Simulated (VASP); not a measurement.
Ni:

```xyz
1
Lattice="0.0000 1.7376 1.7376 1.7376 0.0000 1.7376 1.7376 1.7376 0.0000" Properties=species:S:1:pos:R:3 pbc="T T T"
Ni    0.0000    0.0000    0.0000
```

```yaml
Program: VASP 6.6.1
Task: relaxation of cell and atoms
Functional: BLYP
Dispersion: D4
Potentials_or_basis: VASP PAW PBE potentials, release 64 (Ni)
Cutoff: 600 eV
k_mesh: 13 × 13 × 13
Occupations: fermi-dirac, width 0.05 eV
Spin: collinear spin, ferromagnetic start
Starting_moments: "[1.0] μB"
```

At the start: pressure 4.3 GPa; volume 10.49 Å³/atom.

Where does the relaxation end?

Over 3 steps the energy falls by 2.8 meV/atom and the volume is 10.71 Å³/atom (+2.0 %); space group Fm-3m (No. 225, to 0.05 Å); moment 0.61 μB per cell.

Step by step:
```csv
step,energy change (eV),largest force (eV/Å),pressure (GPa),volume (Å³)
1,0.0000,0.0000,4.34,10.49
2,0.0001,0.0000,-4.07,10.93
3,-0.0028,0.0000,-0.03,10.71
```

Final structure:
```cif
data_structure
_symmetry_space_group_name_H-M 'P 1'
_symmetry_Int_Tables_number 1
_cell_length_a 2.4738
_cell_length_b 2.4738
_cell_length_c 2.4738
_cell_angle_alpha 60.000
_cell_angle_beta 60.000
_cell_angle_gamma 60.000
_cell_volume 10.71
loop_
_atom_site_label
_atom_site_type_symbol
_atom_site_fract_x
_atom_site_fract_y
_atom_site_fract_z
_atom_site_occupancy
Ni1 Ni 0.00000 0.00000 0.00000 1
```

Caveat: the PAW data sets were made with another functional, which shifts forces and pressure a little; pairwise dispersion overbinds metals, which lowers pressure and volume.
